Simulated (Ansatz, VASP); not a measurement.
# Ag: VASP beside Ansatz

Contents of INCAR:

```
  PREC = Accurate
  ENCUT = 520
  EDIFF = 1E-7
  ISMEAR = 0
  SIGMA = 0.05
  LREAL = False
  LASPH = True
  NELM = 80
  ALGO = Normal
  ISIF = 2
  LWAVE = False
  LCHARG = False
  GGA = PE
  NBANDS = 12
```

File KPOINTS:

```
Automatic mesh
0
Gamma
  14 14 14
```

Contents of POSCAR:

```
Ag
1.0
    0.0000000000      2.0734155408      2.0734155408
    2.0734155408      0.0000000000      2.0734155408
    2.0734155408      2.0734155408      0.0000000000
Ag
1
Direct
    0.0000000000      0.0000000000      0.0000000000
```

Input for Ansatz:

```yaml
crystal:
  lattice:
    - [0.0, 2.0734155408, 2.0734155408]
    - [2.0734155408, 0.0, 2.0734155408]
    - [2.0734155408, 2.0734155408, 0.0]
  atoms:
    - { symbol: Ag, position: [0.0, 0.0, 0.0] }
basis:
  ecutwfc: 420
  ecutrho_ratio: 4
kpoints:
  mp_grid: { grid: [14, 14, 14] }
hamiltonian:
  xc: pbe
scf:
  occupations: { method: gaussian, width: 0.05 }
output:
  forces: true
  stress: true
  eigenvalues: true
```

Alike in both runs: task single point; functional PBE; k mesh 14 × 14 × 14; occupations gaussian, width 0.05 eV; no spin polarisation.

```csv
,VASP,Ansatz
version,VASP 6.6.1,Ansatz 0.2.0
potentials or method,"VASP PAW PBE potentials, release 64 (Ag)","scalar-relativistic, plane waves, PAW"
plane-wave cutoff (eV),520,420
valence electrons in the cell,11,19
```

|  | VASP | Ansatz | Ansatz less VASP |
| --- | --- | --- | --- |
| gap on the k mesh at the Fermi level (eV) | none | none | - |
| pressure (GPa) | 0.0 | 0.1 | +0.09 |

A gap of «none» marks a metal or a gap that the smearing closes. The functional is the same, so the differences come from potentials, cutoffs and numerics. The two sets of potentials don't hold the same shells in valence.
